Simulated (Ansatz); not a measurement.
Crystal: TiSi.

```
Ti Si
1.0
     1.81618   -2.11762    0.00000
     1.81618    2.11762    0.00000
     0.00000    0.00000    3.80393
Ti Si
1 1
Direct
  0.50000 0.50000 0.00000
  0.00000 0.00000 0.50000
```

The cell comes from a database or a generator and needn't be the stable form of this composition.

Below is the output of Ansatz 0.2.0 for this cell. Logs are shortened: lines on timing, memory, paths and dates and some standing lists are left out, and cuts for length are marked.

```text
Warning: RAYON_NUM_THREADS=1 ignored (pool sized by the plan → 1); use --threads N
LAPW: plane waves up to 7.923 Å⁻¹, error target 1.0e-3 eV per atom; small_component_spin mean_spin; Si in spheres of 1.235 Å, 12 of its electrons in bands, Dirac shells []; Ti in spheres of 1.395 Å, 12 of its electrons in bands, Dirac shells [] (how accurate: hamiltonian.pseudopotentials.lapw.basis_error, Limitations)
Engine: ansatz 0.2.0, aarch64-unknown-linux-gnu
Pseudopotentials: kind: all_electron
Pseudopotential: Ti, LAPW, valence charge 12, lapw/all_electron/scalar/gaussian/Ti, Koelling and Harmon's equation, gaussian nucleus
Pseudopotential: Si, LAPW, valence charge 12, lapw/all_electron/scalar/gaussian/Si, Koelling and Harmon's equation, gaussian nucleus
Functional definition: PBEsol
  exchange = pbesol_x
  correlation = pbesol_c
Crystal: 2 atoms, lattice volume = 29.260 Å³
Basis set: ecut = 239.1498789398809 eV, 253 PW (Γ), exchange–correlation at level 2
Bands: 16, of which v1, the nominal top of the filled ones, is band 12 counted from 1 (11 counted from 0)
Symmetry: 8 space group operations
Space group: Cmmm (ITA 65), of the structure as read, at distance tolerance 3.1e-5 Å
k-points: 124 of 700
Non-local potential: Ti, projectors of the file, none
Non-local potential: Si, projectors of the file, none
Initial density: superposition of atomic densities (chi_scale 0.1, normalization cell, long waves kept (reshape's long-wave potential 0.00 eV rms))
Initial wavefunctions: plane waves of lowest kinetic energy (no species holds an atomic orbital)
Functional: x = pbesol(κ = 0.804, μ = 0.12345679012345678), c = pbesol(β = 0.046)
iter 1 solved again at ethr=7.46e-4 eV; its pass at ethr=1.00e-1 eV (dr2=1.79e-1 eV) is discarded
SCF iter   1: F=—  HF=-31086.955111 eV  |F-HF|=—  |Δ(HF+E_count)|=         —  Δρ=2.35e-2  dr2=1.79e-1  ethr=7.46e-4  ⟨swp⟩=2.7  Hψ=14010  notcnv=0
preconditioner: auto → none  [metal: Δε(μ)=0.021 eV  Ē_g=6.355 eV  σ=0.020 eV  W_gap=0.46  n_scr=6 (ndim 8)  ℏωp=19.4 eV  f_vac=0.000  D(μ)=2.29/eV (n_scr^D=24)  sad-step TF]
SCF iter   2: F=—  HF=-31086.840925 eV  |F-HF|=—  |Δ(HF+E_count)|=   1.14e-1  Δρ=1.76e-2  dr2=2.23e-1  ethr=7.46e-4  ⟨swp⟩=3.0  Hψ=6431  notcnv=0
SCF iter   3: F=—  HF=-31086.828554 eV  |F-HF|=—  |Δ(HF+E_count)|=   1.24e-2  Δρ=1.49e-2  dr2=1.40e-1  ethr=7.46e-4  ⟨swp⟩=3.0  Hψ=7049  notcnv=0
iter 4 solved again at ethr=1.55e-5 eV; its pass at ethr=5.82e-4 eV (dr2=3.72e-3 eV) is discarded
SCF iter   4: F=—  HF=-31086.770112 eV  |F-HF|=—  |Δ(HF+E_count)|=   5.84e-2  Δρ=3.44e-3  dr2=3.70e-3  ethr=1.55e-5  ⟨swp⟩=2.0  Hψ=10534  notcnv=0
SCF iter   5: F=—  HF=-31086.769758 eV  |F-HF|=—  |Δ(HF+E_count)|=         —  Δρ=7.91e-4  dr2=4.86e-4  ethr=1.54e-5  ⟨swp⟩=2.0  Hψ=5924  notcnv=0
the basis was enlarged: its passes take 348.1 KiB over the memory plan, 1 of 1 planned eigensolver slots
SCF iter   6: F=—  HF=-31086.769598 eV  |F-HF|=—  |Δ(HF+E_count)|=   1.60e-4  Δρ=1.98e-4  dr2=2.55e-5  ethr=2.03e-6  ⟨swp⟩=2.0  Hψ=5713  notcnv=0
SCF iter   7: F=-31086.769589 eV  HF=-31086.769589 eV  |F-HF|=2.59e-8  |Δ(HF+E_count)|=   9.36e-6  Δρ=1.07e-5  dr2=3.15e-8  ethr=1.06e-7  ⟨swp⟩=2.4  Hψ=5766  notcnv=0
SCF 1 converged in 7 iterations: F = -31086.769589 eV  dr2 = 3.15e-8
SCF converged after 7 iterations
Free energy (F): -31086.769589 eV
Harris-Foulkes:  -31086.769589 eV  (|F-HF|=2.59e-8)
Internal energy: -31086.769391 eV  (E = F + TS)
E sigma→0 (E₀):  -31086.769490 eV
Entropy (-TS):   -0.000197 eV (-0.099 meV/atom)
Fermi energy:    14.303961 eV
--- Per-component energies (eV) ---
  E_band       = -804.239011
  E_kinetic    = 31325.318088
  E_xc         = -1677.188665
  E_electrostatic = -60734.898814  (all electrons and nuclei)
  E_smearing   = -0.000197  (= −TS)
  E_closure    = 0.000000  (closes the sum)
  E_atoms      = -31072.565870  (free atoms, spherical and without spin; not in F)
  Σ components = -31086.769589   (vs F -31086.769589, Δ=0.00e0)
  Basis errors (estimates in eV, not in F): energy 1.2e-4 per atom: plane waves 8.1e-5 (4.2e-5 summed), levels above the bands 0.0e0, relativity 4.6e-9, radial functions 4.0e-5, core shells 7.4e-8; eigenvalues (radial functions only) 1.5e-6; not estimated: angular momenta, meshes, grids; target (lapw.basis_error) 1.0e-3; muffin-tin radii Si 1.235 Å, Ti 1.395 Å
--- Forces (eV/Å), atoms counted from 1 ---
  atom   1  Ti     0.00000000     0.00000000     0.00000000
  atom   2  Si     0.00000000     0.00000000     0.00000000
  max |Σ_I F_I| component: 1.18e-30 eV/Å
--- Stress (GPa, compression-positive) ---
       -4.773563       0.000000       0.000000
        0.000000      -4.484513       0.000000
        0.000000       0.000000      -3.810581
  P = ⅓ Tr σ = -4.3562 GPa (-43.562 kbar)
--- Band table (eV; the first three rows and the last of 124) ---
  k-point 0: bands = ["-119.3806", "-75.6995", "-75.6642", "-75.6173", "-42.0982", "-18.6149", "-18.2044", "-18.0968", "2.6552", "11.9362", "12.7020", "13.2229", "16.0162", "16.6781", "17.2425", "19.5363"]
  k-point 1: bands = ["-119.3806", "-75.6995", "-75.6642", "-75.6173", "-42.0978", "-18.6232", "-18.2041", "-18.0965", "2.8476", "10.7143", "13.2754", "13.5965", "15.7477", "16.5288", "17.2569", "20.0806"]
  k-point 2: bands = ["-119.3806", "-75.6995", "-75.6642", "-75.6173", "-42.0970", "-18.6416", "-18.2033", "-18.0959", "3.3603", "9.1625", "13.3990", "14.4093", "15.2910", "16.2463", "17.2890", "21.3085"]
  k-point 123: bands = ["-119.3800", "-75.7030", "-75.6667", "-75.6168", "-41.9599", "-18.6553", "-18.5814", "-18.5059", "9.5591", "10.2007", "11.0475", "11.6388", "15.9520", "16.5682", "17.6241", "18.5293"]
```

**Question.** What input gives this log?

**Answer.** Single point with PBEsol, no spin polarisation. The files as run (others can give the same):

input.yaml
```yaml
crystal:
  lattice:
    - [1.816178, -2.117624, 0.0]
    - [1.816178, 2.117624, 0.0]
    - [0.0, 0.0, 3.803934]
  atoms:
    - { symbol: Ti, position: [0.5, 0.5, 0.0] }
    - { symbol: Si, position: [0.0, 0.0, 0.5] }
kpoints:
  mp_grid: { grid: [10, 10, 7] }
scf:
  occupations: { method: gaussian, width: 0.02 }
hamiltonian:
  xc: pbesol
  pseudopotentials: { kind: all_electron, lapw: { basis_error: 0.001 } }
output:
  forces: true
  stress: true
  eigenvalues: true
```

Potentials or basis: all-electron LAPW, scalar-relativistic.
Run with:
```sh
$ ansatz run input.yaml --threads 1 --pin off --max-ram 3072MiB --backend cpu --events-out ev --progress --plain --runs-dir out
```
